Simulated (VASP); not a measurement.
A run of VASP 6.6.1:

Contents of INCAR:

```
PREC = Accurate
ENCUT = 520
EDIFF = 1E-7
ISMEAR = 0
SIGMA = 0.05
LREAL = False
LASPH = True
NELM = 100
ALGO = Normal
ISIF = 2
LWAVE = False
LCHARG = True
GGA = PE
LELF = True
LVHAR = True
NBANDS = 12
```

The input KPOINTS:

```
Automatic mesh
0
Gamma
  18 18 18
```

POSCAR

```
Ta
1.0
    0.0000000000      2.1114925796      2.1114925796
    2.1114925796      0.0000000000      2.1114925796
    2.1114925796      2.1114925796      0.0000000000
Ta
1
Direct
    0.0000000000      0.0000000000      0.0000000000
```

Potentials or basis: VASP PAW PBE potentials, release 64 (Ta_pv).

Command:

```sh
$ cat potpaw_PBE.64/Ta_pv/POTCAR > POTCAR
$ mpirun -np 1 vasp_std > vasp.out
```

Hardware: 1 thread of AMD EPYC 9R45 (Zen 5), with other jobs on the host.

How long does it take, and how much memory?

Run time: 22 s on 1 thread of AMD EPYC 9R45 (Zen 5), with other jobs on the host, peak memory 0.14 GiB. Counts: scf iterations 12, k points 195.
